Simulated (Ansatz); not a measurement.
CuO:

```
Cu O
1.0
     4.16094    0.00000    0.00000
     0.00000    4.16094    0.00000
     0.00000    0.00000    3.88764
Cu O
3 3
Direct
  0.50000 0.00000 0.50000
  0.00000 0.50000 0.50000
  0.00000 0.00000 0.00000
  0.00000 0.00000 0.50000
  0.50000 0.00000 0.00000
  0.00000 0.50000 0.00000
```

Measurements of this composition are mostly on another form, of space group No. 15.

```yaml
Program: Ansatz 0.2.0
Task: relaxation of cell and atoms
Functional: LDA
Potentials_or_basis: Ansatz PAW
Cutoff: "420 eV (not typed: the program's choice for these potentials)"
k_mesh: 7 × 7 × 7
Occupations: fermi-dirac, width 0.05 eV
Spin: no spin polarisation
```

At the start: volume 11.22 Å³/atom.

How do energy, volume and symmetry change on relaxing?

It ends after 8 steps and the volume is 10.37 Å³/atom (-7.6 %); space group P4/mmm (No. 123, to 0.05 Å).

Step by step:
| step | energy change (eV) | largest force (eV/Å) | volume (Å³) |
| --- | --- | --- | --- |
| 1 | 0.0000 | 0.0000 | 67.31 |
| 2 | -0.1459 | 0.0000 | 64.89 |
| 3 | -0.2082 | 0.0000 | 62.15 |
| 4 | -0.2074 | 0.0000 | 62.45 |
| 5 | -0.2074 | 0.0000 | 62.45 |
| 6 | -0.1882 | 0.0000 | 62.45 |
| 7 | -0.1898 | 0.0000 | 62.22 |
| 8 | -0.1885 | 0.0000 | 62.22 |

Final structure:
```xyz
6
Lattice="4.0427 0.0000 0.0000 0.0000 4.0427 0.0000 0.0000 0.0000 3.8072" Properties=species:S:1:pos:R:3 pbc="T T T"
Cu    2.0213    0.0000    1.9036
Cu    0.0000    2.0213    1.9036
Cu    0.0000    0.0000    0.0000
O     0.0000    0.0000    1.9036
O     2.0213    0.0000    0.0000
O     0.0000    2.0213    0.0000
```

Caveat: the plane-wave basis is chosen anew once the cell has moved, so the energies of steps on either side of that aren't comparable; the pressure holds a Pulay correction of +0.9 GPa for the finite cutoff; an odd number of electrons without spin polarisation forces a metal; a magnetic or distorted state may lie lower; the run has no spin polarisation, though such a crystal can be magnetic; the PAW data sets come from PBE, with cores solved anew for the run's functional, which leaves a small shift of forces and pressure.
